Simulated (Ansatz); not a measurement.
Crystal: Ge.

```
Ge
1.0
    -2.57449    2.57449    1.39741
     2.57449   -2.57449    1.39741
     2.57449    2.57449   -1.39741
Ge
2
Direct
  0.50000 0.50000 0.00000
  0.25000 0.75000 0.50000
```

This isn't the form of Ge at room conditions, which is diamond.

```yaml
Program: Ansatz 0.2.0
Task: relaxation of cell and atoms
Functional: HF
Potentials_or_basis: Ansatz PAW
Cutoff: "420 eV (not typed: the program's choice for these potentials)"
k_mesh: 6 × 6 × 6
Occupations: fermi-dirac, width 0.05 eV
Spin: no spin polarisation
```

At the start: volume 18.52 Å³/atom.

**Question.** How do energy, volume and symmetry change on relaxing?

**Answer.** It ends after 5 steps and the volume is 19.49 Å³/atom (+5.2 %); space group I4_1/amd (No. 141, to 0.05 Å).

Step by step:
```
step  energy change (eV)  largest force (eV/Å)  volume (Å³)
   1              0.0000                0.0000        37.05
   2             -0.0198                0.0000        39.79
   3             -0.0242                0.0000        39.07
   4             -0.0243                0.0000        38.98
   5             -0.0256                0.0000        38.98
```

Final structure:
```yaml
crystal:
  lattice:
    - [-2.61040, 2.61040, 1.43005]
    - [2.61040, -2.61040, 1.43005]
    - [2.61040, 2.61040, -1.43005]
  atoms:
    - { symbol: Ge, position: [0.50000, 0.50000, 0.00000] }
    - { symbol: Ge, position: [0.25000, 0.75000, 0.50000] }
```

Caveat: the k mesh is coarse (spacing up to 0.43 Å⁻¹), so the values aren't converged, least of all with exact exchange; the plane-wave basis is chosen anew once the cell has moved, so the energies of steps on either side of that aren't comparable; the PAW data sets come from PBE, with cores solved anew for the run's functional, which leaves a small shift of forces and pressure.
